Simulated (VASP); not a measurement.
# Valence-band splitting and top-hole masses of Si under biaxial (001) strain, HSE06 with spin-orbit coupling

A device that drives holes vertically through a strained silicon film needs a light mass along the film normal and a single occupied hole band, so that carriers are not shared with a heavier one. The target chosen here is a normal mass of at most 0.2 mₑ, a second valence level at least 0.10 eV below the top, and an in-plane strain no larger than 1.5 % in either direction, to limit the risk of relaxation by dislocations. The levels and masses are calculated with HSE06 and spin-orbit coupling on cells relaxed with LDA. Level distances are counted downwards from the valence-band top at the zone centre, and strain is counted from the unstrained LDA crystal, with tension positive.

## Systems and settings

The start is a typed prototype cell. The crystal was relaxed with LDA. Equal strain is imposed in the (001) plane; the strain along the normal is adjusted until the normal stress vanishes, and the atoms are relaxed with LDA. VASP 6.6.1, plane waves with PAW, cutoff 450 eV, no spin polarisation. Band edges are single points at HSE06 with spin-orbit coupling on these cells, k mesh 5×5×5, read on short lines of k points at the zone centre and through the valleys; energies are counted from the valence-band top at the zone centre. Each level is the mean of a Kramers pair; masses are fitted within 0.05 1/Å of the zone centre and are rough where two bands nearly touch. All levels use the PAW data sets made with LDA.

Notes on method and selection:

- Runs that did not converge, have known faults or may not be shown are not listed, and runs on Ansatz's PAW sets soft_1 and soft_2 are kept to separate tables.

Columns:

- strain (%): strain in the plane (tension positive).
- second level (eV): second valence level below the top at Γ.
- third level (eV): third valence level below the top at Γ.
- mass, normal (mₑ): mass of the top hole band along the normal.
- mass, plane (mₑ): mass of the top hole band in the plane.

## Results

```
member  sign of the strain  strain (%)  second level (eV)  third level (eV)  mass, normal (mₑ)  mass, plane (mₑ)
−2 %    compression         −2.0        0.0328             0.304             0.253              0.212
−1 %    compression         −1.0        0.0301             0.161             0.257              0.211
−0.5 %  compression         −0.5        0.0249             0.096             0.260              0.210
0 %     compression         0.0         0.0000             0.052             0.264              0.264
0 %     tension             0.0         0.0000             0.052             0.264              0.264
+0.5 %  tension             0.5         0.0556             0.097             0.177              0.256
+1 %    tension             1.0         0.1173             0.156             0.175              0.257
+2 %    tension             2.0         0.2403             0.277             0.170              0.249
```

Least-squares fits to the whole series, with x = strain (%); R² and errors in the fitted variable (y, or ln y where the fit is in ln y):

```
y                  sign of the strain  members  fit                       R²    rms residual  leave-one-out rms  the same for the mean of the others
third level (eV)   compression         4        y = 0.04100 − 0.1283 x    0.99  0.0089        0.025              0.13
third level (eV)   tension             4        y = 0.04580 + 0.1139 x    1.00  0.0049        0.013              0.11
second level (eV)  compression         4        y = 0.009420 − 0.01432 x  0.66  0.0075        0.021              0.017 (fit no better)
second level (eV)  tension             4        y = −0.002360 + 0.1208 x  1.00  0.0019        0.0049             0.12
```

## What drives the series

Strain of either sign makes the crystal tetragonal and splits the two top levels, but very unequally. At 2 % tension the second level lies 0.2403 eV below the top, at 2 % compression only 0.0328 eV, a ratio of 0.2403 / 0.0328 = 7.3. Under tension the splitting grows almost linearly, by 0.1208 eV per % in the fit. Under compression it levels off: the last step, from −1 % to −2 %, adds only 0.0328 − 0.0301 = 0.0027 eV.

The cause is the competition between strain and spin-orbit coupling. Compression puts the heavy-hole level on top, tension the light-hole level. Strain also mixes the light-hole level with the split-off level, and under compression their repulsion holds the light-hole level up, close behind the heavy-hole level. Let a and b be the heavy-hole energy minus the light-hole and split-off energies, Δ = 0.052 eV the unstrained spin-orbit splitting, and q the strain shift of the heavy-hole level, positive under compression. Theory then gives a + b = 3q + Δ and ab = 2qΔ. At −2 %, q = (0.0328 + 0.304 − 0.052) / 3 = 0.0949 eV, so ab should be 2 × 0.0949 × 0.052 = 0.00987 eV²; the levels give 0.0328 × 0.304 = 0.00997 eV². Under tension, where the light-hole level is on top, a is minus the distance of the second level, and b is the distance of the third level minus that of the second. All six strained rows agree to about 1 %, while ab itself runs from −0.0088 to +0.0100 eV².

The mass changes with the sign of the strain far more than with its size. From 1 % compression to 1 % tension the normal mass falls from 0.257 to 0.175 mₑ, while the in-plane mass rises from 0.211 to 0.257 mₑ. The in-plane mass is taken along a cube axis, as its equality with the normal mass in the unstrained crystal shows. The heavy-hole state is built from p orbitals lying in the plane, the light-hole state under tension mainly from the one along the normal, and a hole moves most lightly along the lobes of its orbital.

## Departures from the trend

Largest departures from the fit to the whole series:

```
member  sign of the strain  third level (eV)  fit    computed − fit  in rms residuals
0 %     tension             0.052             0.046  +0.006          1.3
0 %     compression         0.052             0.041  +0.011          1.2
+0.5 %  tension             0.097             0.103  −0.006          1.2
−0.5 %  compression         0.096             0.105  −0.009          1.0
```

The unstrained crystal stands apart in its masses. Two bands touch there, and 0.264 mₑ describes the heavier of them along a cube axis; it leads smoothly only into the normal mass under compression and the in-plane mass under tension. The other two masses jump: the in-plane mass is already 0.210 mₑ at −0.5 %, and the normal mass 0.177 mₑ at +0.5 %.

The in-plane masses under compression need some caution. With ħ²/2mₑ = 3.81 eV Å², the hole energy at the edge of the fitting window is about 3.81 × 0.05² / 0.212 = 0.045 eV at −2 %. This is more than the distance to the second level, so the fit averages over a range in which the two bands can mix, and the curvature at the very top may differ. Symmetry makes the in-plane mass equal in all directions only at the very top. Further out the mixing depends on direction, so over the same range the mass along a face diagonal can be quite different from the one along a cube axis. The table holds no mass along the diagonal.

The third level departs from its straight lines by up to 0.011 eV because spin-orbit coupling bends the curve near zero strain. For the second level under compression, the straight line does no better than the mean of the other rows.

## Selection

The three compressed rows fail on both electronic counts: their normal masses are 0.253 to 0.260 mₑ and their second levels lie at most 0.0328 eV down. The unstrained crystal fails in the same way. Under tension all three masses pass. The +0.5 % row misses the splitting target with 0.0556 eV, and the +2 % row exceeds the strain limit. The +1 % row meets all three conditions, with 0.1173 eV and 0.175 mₑ.

At 300 K the thermal energy is kT = 8.617 × 10⁻⁵ × 300 = 0.02585 eV. The Boltzmann factor of the second level, exp(−E/kT), is exp(−0.1173 / 0.02585) = 0.011 at +1 %, against exp(−0.0328 / 0.02585) = 0.28 at −2 %. Differences in density of states between the bands are left out.

The mean forward speed of thermal holes along the normal is v = √(2kT / πm), with kT = 1.381 × 10⁻²³ × 300 = 4.14 × 10⁻²¹ J and mₑ = 9.109 × 10⁻³¹ kg. For 0.175 mₑ this gives 1.29 × 10⁵ m/s, and for the 0.257 mₑ of the −1 % row 1.06 × 10⁵ m/s, a gain of about 21 %.

An error of a tenth in both quantities would put the splitting at 0.9 × 0.1173 = 0.106 eV and the mass at 1.1 × 0.175 = 0.193 mₑ, which still meets the brief. A tenth is only an assumption, however, not a tested bound. The calculated spin-orbit splitting of the unstrained crystal, 0.052 eV, exceeds the measured one by more than that. This error alone would do no harm, since a smaller Δ slightly raises the distance to the second level under tension. That distance rests mainly on the strain shift q, which is not compared with experiment here.

On the calculated values the pick is therefore 1 % tension. The runner-up is 2 % tension, which has the larger splitting and a slightly lighter mass, 0.170 mₑ; it would win if the film could carry that strain. The pick would fail if the true splitting were more than 15 % below the calculated one, and nothing here rules out an error of that size. The fit for tension puts the smallest strain that reaches 0.10 eV at (0.10 + 0.00236) / 0.1208 = 0.85 %, so there is little room for partial relaxation of the film.

## Summary

Between −2 % and +2 %, tension separates the top hole band cleanly and makes it light along the normal; compression makes it lighter along the cube axes in the plane but leaves a second band within roughly one thermal energy at room temperature. A planar channel along a cube axis therefore faces a compromise that a vertical device avoids. For a channel along a face diagonal, the table does not tell whether compression lowers the mass at all.

Scattering is omitted, and it can outweigh the whole spread in mass. The normal mass varies by a factor of about 1.6 over the table, whereas scattering by ionised dopants in a heavily doped film can lower the hole mobility by considerably more. The mass advantage of tension is thus best sought in lightly doped films.

[Logs are printed without paths, hosts, clocks, repeated set-up lines and the standing remarks that a program may print on its own settings, such as how far it seeks lower states.]
